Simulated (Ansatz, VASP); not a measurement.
**Two plane-wave programs on Mg**

```
Mg
1.0
     3.17683    0.00000    0.00000
    -1.58841    2.75121    0.00000
     0.00000    0.00000   10.31886
Mg
4
Direct
  0.66260 0.32561 0.74739
  0.99409 0.98356 0.50147
  0.32416 0.67579 0.25611
  0.98175 0.99713 0.00036
```

Change from the starting cell: atoms moved at random, drawn with an rms of 0.05 Å.

Alike in both runs: task single point; functional PBE; k mesh 10 × 10 × 3; occupations fermi-dirac, width 0.05 eV; no spin polarisation.

|  | VASP | Ansatz |
| --- | --- | --- |
| version | VASP 6.6.1 | Ansatz 0.2.0 |
| potentials or method | VASP PAW PBE potentials, release 64 (Mg) | Ansatz PAW |
| plane-wave cutoff (eV) | 520 | 420 |
| valence electrons in the cell | 8 | 40 |

Ansatz gave:

```
gap on the k mesh at the Fermi level (eV)       : none
pressure (GPa)                                  : 0.9
largest component of the traceless stress (GPa) : 0.61
rms of the force components (eV/Å)              : 0.066
```

Problem. What did VASP give for the same quantities?

Solution. gap on the k mesh at the Fermi level (eV): none; pressure (GPa): 0.8; largest component of the traceless stress (GPa): 0.61; rms of the force components (eV/Å): 0.066.

Atom by atom the forces differ by 0.000 eV/Å (rms over components). A gap of «none» marks a metal or a gap that the smearing closes. The two sets of potentials don't hold the same shells in valence.
